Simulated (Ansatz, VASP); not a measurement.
AlN in VASP and in Ansatz

```
Al N
1.0
     3.09533    0.00000    0.00000
    -1.54766    2.68063    0.00000
     0.00000    0.00000    4.94703
Al N
2 2
Direct
  0.33333 0.66667 0.99880
  0.66667 0.33333 0.49880
  0.33333 0.66667 0.38120
  0.66667 0.33333 0.88120
```

Alike in both runs: functional PBEsol; k mesh 8 × 8 × 6; no spin polarisation.

Ansatz relaxed the structure, and its values are those at the end. VASP's run is a single point on that final structure, the one shown.

|  | VASP | Ansatz |
| --- | --- | --- |
| version | VASP 6.6.1 | Ansatz 0.2.0 |
| potentials or method | VASP PAW PBE potentials, release 64 (Al, N) | PAW with Ansatz's default frozen-core files, scalar-relativistic |
| plane-wave cutoff (eV) | 520 | 420 |
| occupations | gaussian, width 0.01 eV | fixed |
| valence electrons in the cell | 16 | 16 |

|  | VASP | Ansatz | Ansatz less VASP |
| --- | --- | --- | --- |
| gap on the k mesh at the Fermi level (eV) | 4.27 | 4.25 | -0.017 |
| pressure (GPa) | 4.0 | 4.0 | -0.01 |

Caveats: the PAW data sets were made with another functional, which shifts forces and pressure a little (VASP). A k mesh can miss the band edges.
